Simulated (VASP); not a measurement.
Here is a VASP 6.6.1 calculation.

File INCAR:

```
  PREC = Accurate
  ENCUT = 520
  EDIFF = 1E-7
  ISMEAR = 0
  SIGMA = 0.15
  LREAL = F
  LASPH = T
  NELM = 100
  ALGO = Fast
  ISIF = 2
  LWAVE = F
  LCHARG = F
  NBANDS = 16
```

File KPOINTS:

```
Automatic mesh
0
Gamma
  18 18 18
```

Contents of POSCAR:

```
WC
1.0
    0.0000000000      2.0830498000      2.3023182000
    2.0830498000      0.0000000000      2.3023182000
    2.0830498000      2.0830498000      0.0000000000
W C
1 1
Direct
    0.0000000000      0.0000000000      0.0000000000
    0.5000000000      0.5000000000      0.5000000000
```

Potentials or basis: VASP PAW LDA potentials, release 64 (W_sv, C).

The run is started by

```sh
$ cat potpaw_LDA.64/W_sv/POTCAR potpaw_LDA.64/C/POTCAR > POTCAR
$ mpirun -np 1 vasp_std > vasp.out
```

**Question.** What does it give for the pressure?

**Answer.** 15.5 GPa.

**Question.** What does it give for the band gap on the k mesh?

**Answer.** None (metal or under the smearing width).

Stress tensor (GPa, compression positive):
```
 34.79   0.00   0.00
  0.00  34.79   0.00
  0.00   0.00 -23.12
```

Caveat: so large a pressure means that the cell lies far from this level's equilibrium, or that cutoff or potentials fall short. Spin-orbit coupling is left out, which matters for the levels of W.
